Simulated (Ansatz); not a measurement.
# CdTe: the cost of one run

Program: Ansatz 0.2.0. Level of theory: DFT PBE, scalar-relativistic, plane waves, PAW. These are calculated values, not measurements.

The COD entry's cell or inner coordinates are ideal or old and differ from later refinements, so a difference from it is no clean test against experiment.

2 further runs of the same task are left out: 2 set aside as unsound or not needed.

## (1) The system as given

The structure is cubic, space group F-43m (No. 216). Conventional cell: a = 6.410 Å, b = 6.410 Å, c = 6.410 Å, α = 90.00°, β = 90.00°, γ = 90.00°. Cd (site symmetry -43m) has 4 Te at 2.78 Å as nearest neighbours. Te (site symmetry -43m) has 4 Cd at 2.78 Å as nearest neighbours.

Structure file:

```cif
data_structure
_symmetry_space_group_name_H-M 'P 1'
_symmetry_Int_Tables_number 1
_cell_length_a 4.5326
_cell_length_b 4.5326
_cell_length_c 4.5326
_cell_angle_alpha 60.000
_cell_angle_beta 60.000
_cell_angle_gamma 60.000
_cell_volume 65.84
loop_
_atom_site_label
_atom_site_type_symbol
_atom_site_fract_x
_atom_site_fract_y
_atom_site_fract_z
_atom_site_occupancy
Cd1 Cd 0.00000 0.00000 0.00000 1
Te1 Te 0.75000 0.75000 0.75000 1
```

The structure comes from the Crystallography Open Database.

## (2) A change within the space group

Against the listed cell: strain xx, yy, zz, yz, xz, xy = +0.8, +0.8, +0.8, +0.0, +0.0, +0.0 %.

File input.yaml:

```yaml
crystal:
  lattice:
    - [0.0, 3.2296785, 3.2296785]
    - [3.2296785, 0.0, 3.2296785]
    - [3.2296785, 3.2296785, 0.0]
  atoms:
    - { symbol: Cd, position: [0.0, 0.0, 0.0] }
    - { symbol: Te, position: [0.75, 0.75, 0.75] }
basis:
  ecutwfc: 420
kpoints:
  mp_grid: { grid: [8, 8, 8] }
hamiltonian:
  xc: pbe
scf:
  occupations: { method: gaussian, width: 0.02 }
output:
  forces: true
  stress: true
  eigenvalues: true
  populations: true
```

Launch:

```console
> ansatz run input.yaml --threads 1 --pin off --max-ram 1331MiB --backend cpu --events-out ev --progress --plain --runs-dir out
```

Q: Estimate wall time and peak memory on 1 thread of an Arm CPU, shared host.

About 8.3 s, with a peak of 0.34 GiB.
